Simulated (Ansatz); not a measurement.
## Random displacements in Te$_{2}$Mo

Level of theory: Ansatz, DFT r2SCAN, scalar-relativistic, plane waves, PAW. Cutoff 500 eV, Γ-centred 12×12×2 k-points, Gaussian smearing of 0.05 eV. Spin–orbit coupling is left out, which matters for the heavy elements here. No spin polarisation. Energies are free energies at this smearing, counted from the undisturbed cell; pressure is positive in compression.

Zero of the scan (as given, not relaxed at this level; this form isn't the usual structure):

```xyz
3
Lattice="3.5602 0.0000 0.0000 -1.7801 3.0833 0.0000 0.0000 0.0000 17.5241" Properties=species:S:1:pos:R:3 pbc="T T T"
Te    0.0000    2.0555   15.7341
Te    0.0000    2.0555    1.7900
Mo   -1.7801    3.0833    0.0000
```

The cell holds layers and no dispersion correction was added, so their binding is poorly described.

The atoms are displaced (Å, in the unstrained cell):

| atom | ux | uy | uz |
| --- | --- | --- | --- |
| Te1 | -0.078 | 0.025 | -0.010 |
| Te2 | 0.052 | 0.105 | -0.032 |
| Mo3 | 0.026 | -0.130 | 0.042 |

Strain (Voigt, engineering shear): (-0.0153, -0.1582, -0.0952, -0.0292, -0.0979, 0.0232).

(1) What are the energy change, the stress and the forces?

## Answers

(1) ΔE = 1057.1 meV/atom; stress (xx, yy, zz, yz, xz, xy; compression positive) (21.65, 22.04, 22.95, 0.90, 6.53, -2.60) GPa; gap on the mesh 0.76 eV.
```tsv
atom	Fx (eV/Å)	Fy	Fz
Te1	-1.09	-0.79	-4.99
Te2	3.21	-0.19	8.15
Mo3	-2.12	0.98	-3.16
```

Cost: 1 run of about 0.79 core-minutes, on Intel Xeon 6975P-C (Granite Rapids) (shared hosts).